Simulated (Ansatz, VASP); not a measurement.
**Two plane-wave programs on BeS**

The input INCAR:

```
PREC = Accurate ; ENCUT = 520
EDIFF = 1E-6 ; ISMEAR = 0
SIGMA = 0.02 ; LREAL = False
LASPH = True ; NELM = 80
ALGO = Normal ; ISIF = 2
LWAVE = False ; LCHARG = False
GGA = PE ; NBANDS = 11
```

The input KPOINTS:

```
regular mesh
0
Gamma
  8 8 8
```

The input POSCAR:

```
BeS
1.0
    0.0000000000      2.4857333368      2.4857333368
    2.4857333368      0.0000000000      2.4857333368
    2.4857333368      2.4857333368      0.0000000000
Be S
1 1
Direct
    0.0000000000      0.0000000000      0.0000000000
    0.2500000000      0.2500000000      0.2500000000
```

Input for Ansatz:

```yaml
crystal:
  lattice:
    - [0.0, 2.4857333368, 2.4857333368]
    - [2.4857333368, 0.0, 2.4857333368]
    - [2.4857333368, 2.4857333368, 0.0]
  atoms:
    - { symbol: Be, position: [0.0, 0.0, 0.0] }
    - { symbol: S, position: [0.25, 0.25, 0.25] }
basis:
  ecutwfc: 420
kpoints:
  mp_grid: { grid: [8, 8, 8] }
hamiltonian:
  xc: pbe
scf:
  occupations: { method: gaussian, width: 0.02 }
output:
  forces: true
  stress: true
  eigenvalues: true
```

Alike in both runs: task single point; functional PBE; k mesh 8 × 8 × 8; occupations gaussian, width 0.02 eV; no spin polarisation.

|  | VASP | Ansatz |
| --- | --- | --- |
| version | VASP 6.6.1 | Ansatz 0.2.0 |
| potentials or method | VASP PAW PBE potentials, release 64 (Be, S) | scalar-relativistic, plane waves, PAW |
| plane-wave cutoff (eV) | 520 | 420 |
| valence electrons in the cell | 8 | 8 |

```csv
,VASP,Ansatz,Ansatz less VASP
gap on the k mesh at the Fermi level (eV),3.26,3.26,-0.001
least direct gap on the mesh (eV),5.27,5.28,+0.002
pressure (GPa),-4.8,-4.8,-0.01
```

A k mesh can miss the band edges. Expect the measured gap to be larger: semilocal functionals such as PBE lack the derivative discontinuity.
